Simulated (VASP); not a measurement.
Input of a VASP 6.6.1 run:

Contents of INCAR:

```
PREC     = Accurate       # precision mode
ENCUT    = 600            # plane-wave cutoff, eV
EDIFF    = 1E-6           # SCF threshold, eV
ISMEAR   = 0              # smearing method
SIGMA    = 0.1            # smearing width, eV
LREAL    = F              # projectors in reciprocal space
LASPH    = T              # aspherical terms in the spheres
NELM     = 80             # most SCF steps
ALGO     = Normal         # electronic algorithm
ISIF     = 3              # what is computed and relaxed
LWAVE    = F              # write WAVECAR
LCHARG   = F              # write CHGCAR
GGA      = PE             # functional
IBRION   = 2              # ionic algorithm
NSW      = 90             # ionic steps
EDIFFG   = -0.04          # ionic threshold
```

KPOINTS

```
Automatic mesh
0
Gamma
  4 4 4
```

File POSCAR:

```
Ti2Pt3
1.0
    4.5466544100      0.0000000000      0.0000000000
    0.0000000000      4.5466544100      0.0000000000
    0.0000000000      0.0000000000      4.5466544100
Ti Pt
2 3
Direct
    0.5000000000      0.5000000000      0.5000000000
    0.0000000000      0.0000000000      0.0000000000
    0.0000000000      0.5000000000      0.5000000000
    0.5000000000      0.0000000000      0.5000000000
    0.5000000000      0.5000000000      0.0000000000
```

Potentials or basis: VASP PAW PBE potentials, release 64 (Ti_sv, Pt).

The run is started by

```console
$ cat potpaw_PBE.64/Ti_sv/POTCAR potpaw_PBE.64/Pt/POTCAR > POTCAR
$ mpirun -np 1 vasp_std > vasp.out
```

Q: Predict the relaxed cell.

A: a = 4.660 Å, b = 4.660 Å, c = 4.660 Å, α = 90.00°, β = 90.00°, γ = 90.00°.

Q: Estimate the space group after relaxing (to 0.05 Å).

A: Pm-3m (No. 221).

The path:
```csv
step,energy change (eV),largest force (eV/Å),pressure (GPa),volume (Å³)
1,0.0000,0.0000,10.00,93.99
2,0.0810,0.0000,-8.55,110.87
3,-0.2057,0.0000,-0.14,101.21
```

 The run has no spin-orbit coupling, so splittings on Pt are missing.
